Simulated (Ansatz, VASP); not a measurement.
# Cross-check of BP (BP (F-43m)) between VASP and Ansatz

One calculation is typed for both programs; each brings its own data sets. How far apart do they land? The cell is taken from a series of runs on this material, whose earlier steps may have relaxed, scaled, displaced or heated it; both programs get it as it stands.

Program: Ansatz 0.2.0. Level of theory: plane waves, with VASP 6.6.1 beside it; relaxation of cell and atoms at PBE. Results are calculated unless marked as measured.

### Step 1. Starting point

Symmetry: F-43m, No. 216, cubic system. Conventional cell: a = 4.532 Å, b = 4.532 Å, c = 4.532 Å, α = 90.00°, β = 90.00°, γ = 90.00°. Nearest to B lie 4 P at 1.96 Å. P has 4 B at 1.96 Å nearest. Farther neighbours are not listed.

As a file:

```xyz
2
Lattice="0.0000 2.2661 2.2661 2.2661 0.0000 2.2661 2.2661 2.2661 0.0000" Properties=species:S:1:pos:R:3 pbc="T T T"
B     0.0000    0.0000    0.0000
P     3.3991    3.3991    3.3991
```

### Step 2. VASP: relaxation of cell and atoms, PBE

The relaxed volume is the usual yardstick between codes: in a stiff, nearly cubic crystal its relative difference is about their pressure difference at one cell divided by the bulk modulus.

Lines of VASP's logs that name or quote its potential files are left out, and so is its time.

Input file INCAR:

```
SYSTEM = BP
PREC = Accurate
ENCUT = 500
EDIFF = 1E-07
NELM = 120
ISMEAR = 0
SIGMA = 0.01
LREAL = .FALSE.
ALGO = Normal
GGA = PE
NBANDS = 10
LORBIT = 11
LWAVE = .FALSE.
LCHARG = .FALSE.
ISIF = 3
IBRION = 2
NSW = 80
EDIFFG = -0.005
LASPH = .TRUE.
GGA_COMPAT = .FALSE.
NELMIN = 4
EFERMI = MIDGAP
```

Input file POSCAR:

```
BP
1.0
    0.0000000000      2.2660720000      2.2660720000
    2.2660720000      0.0000000000      2.2660720000
    2.2660720000      2.2660720000      0.0000000000
B P
1 1
Direct
    0.0000000000      0.0000000000      0.0000000000
    0.7500002206      0.7500002206      0.7500002206
```

Input file KPOINTS:

```
Automatic mesh
0
Gamma
11 11 11
0 0 0
```

The projector-augmented-wave data sets are B and P (PBE family, release 64).

Command:

```bash
$ mpirun -np 1 vasp_std
```

Numbers of over 12 decimals in the logs are rounded to 6 here.

The program printed:

```text
[banner, memory and clock lines left out]
running    1 mpi-ranks, on    1 nodes
 distrk:  each k-point on    1 cores,    1 groups
 distr:  one band on    1 cores,    1 groups

 POSCAR found type information on POSCAR B P
 POSCAR found :  2 types and       2 ions
 LDA part: xc-table for (Slater+PW92), standard interpolation
 POSCAR, INCAR and KPOINTS ok, starting setup
 FFT: planning ... GRIDC
 FFT: planning ... GRID_SOFT
 FFT: planning ... GRID
 WAVECAR not read
 entering main loop
       N       E                     dE             d eps       ncg     rms          rms(c)
DAV:   1     0.777889841552E+01    0.77789E+01   -0.39706E+03  1120   0.701E+02
DAV:   2    -0.131112746606E+02   -0.20890E+02   -0.19847E+02  1492   0.111E+02
DAV:   3    -0.136432199452E+02   -0.53195E+00   -0.53035E+00  1400   0.159E+01
DAV:   4    -0.136453193250E+02   -0.20994E-02   -0.20992E-02  1378   0.110E+00
DAV:   5    -0.136453276483E+02   -0.83233E-05   -0.83231E-05  1350   0.693E-02    0.725E+00
DAV:   6    -0.130288726728E+02    0.61645E+00   -0.14587E+00  1274   0.564E+00    0.392E+00
DAV:   7    -0.129370571689E+02    0.91816E-01   -0.24449E-01  1448   0.264E+00    0.132E+00
DAV:   8    -0.129291058416E+02    0.79513E-02   -0.28528E-02  1302   0.100E+00    0.206E-01
DAV:   9    -0.129294176598E+02   -0.31182E-03   -0.65867E-04  1288   0.187E-01    0.122E-01
DAV:  10    -0.129296151759E+02   -0.19752E-03   -0.28439E-04  1330   0.111E-01    0.296E-02
DAV:  11    -0.129296242305E+02   -0.90546E-05   -0.98110E-06  1468   0.224E-02    0.313E-02
DAV:  12    -0.129296252109E+02   -0.98038E-06   -0.39037E-06  1276   0.107E-02    0.851E-03
DAV:  13    -0.129296251529E+02    0.57951E-07   -0.79275E-08   970   0.211E-03
   1 F= -.12929625E+02 E0= -.12929625E+02  d E =-.129296E+02
 curvature:   0.00 expect dE= 0.000E+00 dE for cont linesearch  0.000E+00
 trial: gam= 0.00000 g(F)=  0.589E-41 g(S)=  0.367E-02 ort = 0.000E+00 (trialstep = 0.100E+01)
 search vector abs. value=  0.367E-02
 bond charge predicted
       N       E                     dE             d eps       ncg     rms          rms(c)
DAV:   1    -0.129324712539E+02   -0.28460E-02   -0.74099E-02  1260   0.175E+00    0.334E-01
DAV:   2    -0.129306674632E+02    0.18038E-02   -0.38127E-03  1244   0.328E-01    0.184E-01
DAV:   3    -0.129301721283E+02    0.49533E-03   -0.10316E-03  1288   0.155E-01    0.475E-02
DAV:   4    -0.129301298412E+02    0.42287E-04   -0.42489E-05  1318   0.401E-02    0.378E-02
DAV:   5    -0.129301197080E+02    0.10133E-04   -0.10389E-05  1308   0.196E-02    0.197E-02
DAV:   6    -0.129301189214E+02    0.78654E-06   -0.35877E-07  1258   0.409E-03    0.163E-03
DAV:   7    -0.129301188674E+02    0.54024E-07   -0.25928E-08   594   0.897E-04
   2 F= -.12930119E+02 E0= -.12930119E+02  d E =-.493715E-03
 trial-energy change:   -0.000494  1 .order   -0.000522   -0.003670    0.002626
 step:   0.5763(harm=  0.5829)  dis= 0.00000  next Energy=   -12.930677 (dE=-0.105E-02)
 bond charge predicted
       N       E                     dE             d eps       ncg     rms          rms(c)
DAV:   1    -0.129310890961E+02   -0.97017E-03   -0.13355E-02  1260   0.748E-01    0.142E-01
DAV:   2    -0.129307663228E+02    0.32277E-03   -0.67583E-04  1240   0.139E-01    0.784E-02
DAV:   3    -0.129306806796E+02    0.85643E-04   -0.18678E-04  1280   0.661E-02    0.211E-02
DAV:   4    -0.129306757226E+02    0.49570E-05   -0.73407E-06  1318   0.168E-02    0.167E-02
DAV:   5    -0.129306757471E+02   -0.24576E-07   -0.19449E-06  1300   0.848E-03    0.843E-03
DAV:   6    -0.129306760503E+02   -0.30313E-06   -0.63137E-08   722   0.177E-03    0.699E-04
DAV:   7    -0.129306760797E+02   -0.29449E-07   -0.67972E-09   574   0.579E-04
   3 F= -.12930676E+02 E0= -.12930676E+02  d E =-.105093E-02
 curvature:  -0.29 expect dE=-0.247E-07 dE for cont linesearch -0.247E-07
 trial: gam=-0.00479 g(F)=  0.349E-41 g(S)=  0.849E-07 ort = 0.177E-04 (trialstep = 0.915E+00)
 search vector abs. value=  0.102E-09
 reached required accuracy - stopping structural energy minimisation
```

OUTCAR, selected parts (step 2):

```text
ion  position               nearest neighbor table
   1  0.000  0.000  0.000-   2 1.96   2 1.96   2 1.96   2 1.96
   2  0.750  0.750  0.750-   1 1.96   1 1.96   1 1.96   1 1.96

  LATTYP: Found a face centered cubic cell.
 ALAT       =     4.5321440000

 Subroutine GETGRP returns: Found 24 space group operations
 (whereof 24 operations were pure point group operations)

The static configuration has the point symmetry T_d .

 Found     56 irreducible k-points:

   k-points           NKPTS =     56   k-points in BZ     NKDIM =     56   number of bands    NBANDS=     10

   dimension x,y,z NGX =    24 NGY =   24 NGZ =   24
   dimension x,y,z NGXF=    48 NGYF=   48 NGZF=   48

   ENCUT  =  500.0 eV  36.75 Ry    6.06 a.u.   5.84  5.84  5.84*2*pi/ulx,y,z

   NELECT =       8.0000    total number of electrons

 k-points in reciprocal lattice and weights: Automatic mesh
   0.00000000  0.00000000  0.00000000       0.001
   0.09090909  0.00000000  0.00000000       0.006
   0.18181818  0.00000000  0.00000000       0.006
   0.27272727  0.00000000  0.00000000       0.006
   0.36363636  0.00000000  0.00000000       0.006
   0.45454545  0.00000000  0.00000000       0.006
   0.09090909  0.09090909  0.00000000       0.005
   0.18181818  0.09090909  0.00000000       0.018
   0.27272727  0.09090909  0.00000000       0.018
[...]
-0.36363636  0.45454545  0.18181818       0.018
  -0.27272727  0.45454545  0.18181818       0.018

 average (electrostatic) potential at core
       1 -24.8704       2 -81.3425

 E-fermi :   8.0074

 k-point     1 :       0.0000    0.0000    0.0000
  band No.  band energies     occupation
      1      -8.0436      2.00000
      2       7.3677      2.00000
      3       7.3678      2.00000
      4       7.3678      2.00000
      5      10.7604      0.00000
      6      10.7604      0.00000
      7      10.7605      0.00000
      8      14.6584      0.00000
      9      18.8438      0.00000
    ...

 k-point     2 :       0.0909    0.0000    0.0000
  band No.  band energies     occupation
      1      -7.8953      2.00000
      2       6.2586      2.00000
      3       7.1194      2.00000
      4       7.1195      2.00000
      5      11.1043      0.00000
      6      11.1043      0.00000
      7      11.1486      0.00000
      8      15.0977      0.00000
      9      18.8864      0.00000
    ...

 k-point     3 :       0.1818    0.0000    0.0000
  band No.  band energies     occupation
      1      -7.4550      2.00000
      2       4.1756      2.00000
      3       6.6195      2.00000
      4       6.6196      2.00000
      5      11.3783      0.00000
      6      11.7679      0.00000
      7      11.7680      0.00000
      8      16.1505      0.00000
      9      18.2394      0.00000
    ...

  Total        0.0010832      0.0010832      0.0010832     -0.0000000      0.0000000      0.0000000
  in kB        0.0738719      0.0738719      0.0738719     -0.0000000      0.0000000      0.0000000
  external PRESSURE =       0.0738719 kB  Pullay stress =       0.0000000 kB

  energy-cutoff  :      500.00
  volume of cell :       23.49
      direct lattice vectors                 reciprocal lattice vectors
    -0.000000000  2.273166130  2.273166130    -0.219957527  0.219957527  0.219957527
     2.273166130  0.000000000  2.273166130     0.219957527 -0.219957527  0.219957527
     2.273166130  2.273166130 -0.000000000     0.219957527  0.219957527 -0.219957527

 POSITION                                       TOTAL-FORCE (eV/Angst)
 -----------------------------------------------------------------------------------
      0.00000      0.00000      0.00000         0.000000     -0.000000      0.000000
      3.40975      3.40975      3.40975        -0.000000      0.000000     -0.000000
 -----------------------------------------------------------------------------------
    total drift:                               -0.000193     -0.000193     -0.000193

  FREE ENERGIE OF THE ION-ELECTRON SYSTEM (eV)
  ---------------------------------------------------
  free  energy   TOTEN  =       -12.9306760797 eV

  energy  without entropy=      -12.9306760797  energy(sigma->0) =      -12.93067608

 reached required accuracy - stopping structural energy minimisation

 total charge
# of ion       s       p       d       tot
------------------------------------------
    1        0.666   1.267   0.000   1.934
    2        0.992   1.573   0.000   2.566
--------------------------------------------------
tot          1.659   2.841   0.000   4.499

[... 3 further parts left out ...]
```

CONTCAR:

```
BP
   1.00000000000000
    -0.0000000000000000    2.2731661298533745    2.2731661298533745
     2.2731661298533745    0.0000000000000000    2.2731661298533745
     2.2731661298533745    2.2731661298533745   -0.0000000000000000
  B               P
     1     1
Direct
     0.0000000000000000    0.0000000000000000    0.0000000000000000
     0.7500002206000005    0.7500002206000005    0.7500002206000005
```

### Step 3. Ansatz: relaxation of cell and atoms, PBE

Ansatz runs on its PAW soft_1 files.

The same cell, functional and mesh now go to Ansatz.

Input file input.yaml:

```yaml
crystal:
  lattice:
    - [0.0, 2.2660724, 2.2660724]
    - [2.2660724, 0.0, 2.2660724]
    - [2.2660724, 2.2660724, 0.0]
  atoms:
    - { symbol: B, position: [0.0, 0.0, 0.0] }
    - { symbol: P, position: [0.75, 0.75, 0.75] }
basis:
  ecutwfc: 420
  xc_grid: 2
hamiltonian:
  xc: pbe
  pseudopotentials: { kind: paw, azcp: { folder: soft_1 } }
kpoints:
  mp_grid: { grid: [11, 11, 11] }
scf:
  occupations: { method: fixed }
  max_iter: 100
relax:
  f_tol: 0.005
  max_steps: 60
  cell: {}
output:
  forces: true
  stress: true
checkpoint:
  write: "../cell.run"
  compress: false
  write_wavefunctions: false
  write_every: 100000
```

Command:

```bash
$ ansatz run input.yaml --threads 4 --pin off --max-ram 7536MiB --backend cpu --events-out ev --progress --plain --runs-dir out
```

The program printed:

```text
Engine: ansatz 0.2.0, aarch64-unknown-linux-gnu
Pseudopotentials: kind: paw
Pseudopotential: B, paw, valence charge 3, recommended cutoff 420 eV (normal), soft_1/B.paw.azcp
Pseudopotential: P, paw, valence charge 5, recommended cutoff 420 eV (normal), soft_1/P.paw.azcp
Functional definition: PBE
  parameter kappa = 0.804
  parameter beta = 0.066725
  exchange = pbe_x(kappa = kappa, mu = beta*pi^2/3)
  correlation = pbe_c(beta = beta)
Crystal: 2 atoms, lattice volume = 23.273 Å³
Basis set: ecut = 420 eV, 459 PW (Γ), exchange–correlation on 48×48×48 points (8 copies of the dense FFT grid, shifted against one another)
Bands: 8, of which v1, the nominal top of the filled ones, is band 4 counted from 1 (3 counted from 0)
Symmetry: 24 space group operations
Space group: F-43m (ITA 216), of the structure as read, at distance tolerance 2.9e-5 Å
k-points: 56 of 1331 (time reversal used)
Non-local potential: B, projectors of the file, l = 0: 2, l = 1: 2, l = 2: 1
Non-local potential: P, projectors of the file, l = 0: 2, l = 1: 2, l = 2: 1
PAW form: soft (Blöchl's): semilocal exchange-correlation on the pseudo side does not see the compensation charge
PAW one-centre angular grid: B, 110 points (default); XC on 64 Gauss nodes
PAW one-centre angular grid: P, 110 points (default); XC on 64 Gauss nodes
Initial density: superposition of atomic densities (chi_scale 0.1, normalization cell, long waves kept (reshape's long-wave potential 0.00 eV rms))
Initial wavefunctions: pseudopotential atomic-orbital guess
Functional: x = pbe(κ = 0.804, μ = 0.219515), c = pbe(β = 0.066725)
SCF iter   1: F=—  HF=-913.163742 eV  |F-HF|=—  |Δ(HF+E_count)|=         —  Δρ=9.20e-2  dr2=2.21e0  ethr=3.10e-3  ⟨swp⟩=5.0  Hψ=3257  notcnv=0  defer=100
preconditioner: auto → none  [insulator: Δε(μ)=1.973 eV  Ē_g=12.961 eV  n_scr=0 (ndim 8)  ℏωp=21.8 eV  f_vac=0.000  ε∞_Penn≈3.8]
SCF iter   2: F=—  HF=-912.488222 eV  |F-HF|=—  |Δ(HF+E_count)|=   6.76e-1  Δρ=3.04e-2  dr2=1.61e-1  ethr=3.10e-3  ⟨swp⟩=2.4  Hψ=1248  notcnv=0  defer=93
SCF iter   3: F=—  HF=-912.450131 eV  |F-HF|=—  |Δ(HF+E_count)|=   3.81e-2  Δρ=1.22e-2  dr2=2.20e-2  ethr=2.02e-3  ⟨swp⟩=3.0  Hψ=778  notcnv=0  defer=103
SCF iter   4: F=—  HF=-912.446798 eV  |F-HF|=—  |Δ(HF+E_count)|=   3.33e-3  Δρ=1.43e-3  dr2=2.28e-4  ethr=2.75e-4  ⟨swp⟩=2.5  Hψ=672  notcnv=0  defer=105
SCF iter   5: F=—  HF=-912.446874 eV  |F-HF|=—  |Δ(HF+E_count)|=   7.64e-5  Δρ=1.28e-4  dr2=2.16e-6  ethr=2.85e-6  ⟨swp⟩=2.6  Hψ=767  notcnv=0  defer=105
SCF iter   6: F=—  HF=-912.446874 eV  |F-HF|=—  |Δ(HF+E_count)|=   3.92e-7  Δρ=1.31e-5  dr2=5.50e-8  ethr=1.25e-9  ⟨swp⟩=5.2  Hψ=1551  notcnv=0
SCF iter   7: F=-912.446874 eV  HF=-912.446874 eV  |F-HF|=8.77e-11  |Δ(HF+E_count)|=   3.68e-9  Δρ=1.41e-6  dr2=4.37e-10  ethr=6.88e-10  ⟨swp⟩=2.4  Hψ=1612  notcnv=0
SCF 1 converged in 7 iterations: F = -912.446874 eV  dr2 = 4.37e-10
  greatest PAW one-centre occupation: 0.766 electrons in one spin orbital (limit 2), on the P atom at site 1 (counted from 0), in its partial waves of l = 0
relax step   1: F+E_penalty+E_count = -912.44687371 eV  Δ(F+E_penalty+E_count) = +0.000e0 eV  max|allowed force component| = 2.868e-16 eV/Å  Δτ_max = 0.0000 Å  P = +1.764 GPa  Ω = 23.273 Å³  (7 SCF iters, dr2 threshold 1.00e-7 eV, accepted)
[...]
relax step   2: F+E_penalty+E_count = -912.44789316 eV  Δ(F+E_penalty+E_count) = -1.019e-3 eV  max|allowed force component| = 1.434e-16 eV/Å  Δτ_max = 0.0000 Å  P = +0.785 GPa  Ω = 23.409 Å³  energy of the carried Pulay correction = -6.265e-5 eV  (4 SCF iters, dr2 threshold 2.00e-7 eV, accepted)
[...]
relax step   3: F+E_penalty+E_count = -912.44811681 eV  Δ(F+E_penalty+E_count) = -2.237e-4 eV  max|allowed force component| = 7.864e-17 eV/Å  Δτ_max = 0.0000 Å  P = +0.012 GPa  Ω = 23.520 Å³  energy of the carried Pulay correction = -1.132e-4 eV  (4 SCF iters, dr2 threshold 2.00e-7 eV, accepted)
[...]
relax step   4: F+E_penalty+E_count = -912.44823752 eV  Δ(F+E_penalty+E_count) = -1.207e-4 eV  max|allowed force component| = 6.939e-17 eV/Å  Δτ_max = 0.0000 Å  P = +0.020 GPa  Ω = 23.520 Å³  stress off target by 2.04e-2 GPa  SCF on the basis re-selected at this cell (its energy is not comparable with the rows above)  (4 SCF iters)
basis re-selected at this cell: Δ(F+E_penalty+E_count) = -1.207e-4 eV, ΔP = +0.008 GPa vs the last step (what re-selecting the basis moved, of the pressure what is left beyond the Pulay correction that the steps carried, after the strain that the cell walked since its last selection, with what the two solves' SCF thresholds leave and, on support functions, any second-order correction that the steps lacked; it is no m [...]
SCF converged after 4 iterations
Free energy (F): -912.448238 eV
Harris-Foulkes:  -912.448238 eV  (|F-HF|=1.53e-11)
Internal energy: -912.448238 eV  (E = F + TS)
E sigma→0 (E₀):  -912.448238 eV
Fermi energy:    9.152948 eV
--- Per-component energies (eV) ---
  E_band       = 21.500875
  E_kinetic    = 120.321760
  E_local      = -62.049357  (includes V_loc(G=0)·N_el)
  E_nonlocal   = 39.861100
  E_hartree    = 17.238151
  E_xc         = -106.711874
  E_vxc        = -100.940894  (∫ρ·V_xc dr)
  E_paw        = -636.250398  (= ΣΔE_a)
  E_vpaw       = -10.168046  (= ΣTr[D̂ρ^β])
  E_aug_tail   = 0.000006  (compensation charges beyond the density's cutoff)
  E_ewald      = -284.857626
  E_smearing   = -0.000000  (= −TS)
  E_closure    = -0.000000  (closes the sum)
  Σ components = -912.448238   (vs F -912.448238, Δ=0.00e0)
--- Forces (eV/Å), atoms counted from 1 ---
  atom   1  B     -0.00000000    -0.00000000     0.00000000
  atom   2  P      0.00000000     0.00000000     0.00000000
  max |Σ_I F_I| component: 1.23e-16 eV/Å
--- Stress (GPa, compression-positive) ---
        0.020401      -0.000000      -0.000000
       -0.000000       0.020401       0.000000
       -0.000000       0.000000       0.020401
  P = ⅓ Tr σ = 0.0204 GPa (0.204 kbar)
--- Relaxed structure (3 steps of the walk, 3 accepted, 1 SCFs on fresh bases) ---
  F+E_penalty+E_count = -912.44823752 eV   max|allowed force component| = 6.939e-17 eV/Å   (the final SCF, on the basis selected at the relaxed cell)
  cell:  # Å, volume = 23.5196 Å³
    - [0, 2.274049, 2.274049]
    - [2.274049, 0, 2.274049]
    - [2.274049, 2.274049, 0]
  atoms:
    - { symbol: B, position: [0, 0, 0] }
    - { symbol: P, position: [0.75, 0.75, 0.75] }
```

The column dr2 measures how far the density is from self-consistency, as an energy; F and HF (Harris–Foulkes) agree once it is small.

### Step 4. Comparison

Known differences besides the potentials themselves: fixed occupations in Ansatz, narrow Gaussian smearing in VASP; the cutoff is 420 eV in Ansatz and 500 eV in VASP; Ansatz adds a Pulay correction to the stress that steers its cell, VASP none. Total energies have different zeros and are not compared.

Compared:

```csv
quantity,Ansatz,VASP,difference
volume (Å³),23.52,23.49,+0.12 %
"edge a after relaxation, in the typed setting (Å)",3.216,3.215,+0.04 %
```

### Step 5. Summary of results

| Item | Value |
| --- | --- |
| difference in volume (relaxation of cell and atoms, PBE) | 0.12 % |

What this shows: The difference in volume is 0.12 % (relaxation of cell and atoms, PBE), within the 1.2 % picked in this series as the mark of a large difference, as far as the stopping tolerances let one tell. How closely two codes agree says nothing of how well the functional describes the real material.

[Lines on the potential files, build, host, timing and source positions are cut from VASP's logs without a mark.]

[Logs are printed without paths, hosts, clocks, repeated set-up lines and the standing remarks that a program may print on its own settings, such as how far it seeks lower states.]

[Hosts, paths, dates, database ids (printed as entryN), source tags and the programs' standing remarks are cut or masked in the printed files.]
